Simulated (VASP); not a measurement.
Input of a VASP 6.6.1 run:

Contents of INCAR:

```
PREC = Accurate ; ENCUT = 520
EDIFF = 1E-7 ; ISMEAR = 0
SIGMA = 0.15 ; LREAL = F
LASPH = T ; NELM = 100
ALGO = Fast ; ISIF = 2
LWAVE = F ; LCHARG = F
GGA = PS ; NBANDS = 13
```

KPOINTS

```
regular mesh
0
Gamma
  14 14 14
```

The input POSCAR:

```
Se
1.0
    1.6538425537      4.1346063843      4.1346063843
    4.1346063843      1.6538425537      4.1346063843
    4.1346063843      4.1346063843      1.6538425537
Se
2
Direct
    0.5000000000      0.5000000000      0.5000000000
    0.7500000000      0.7500000000      0.7500000000
```

Potentials or basis: VASP PAW PBE potentials, release 64 (Se).

The run is started by

```bash
$ cat potpaw_PBE.64/Se/POTCAR > POTCAR
$ mpirun -np 1 vasp_std > vasp.out
```

(1) Estimate the pressure.

(2) What does it give for the largest force?

(3) Predict the band gap on the k mesh.

Results:

(1) 4.0 GPa.

(2) 1.678 eV/Å.

(3) none (metal or under the smearing width).

Caveat: the PAW data sets were made with another functional, which shifts forces and pressure a little.
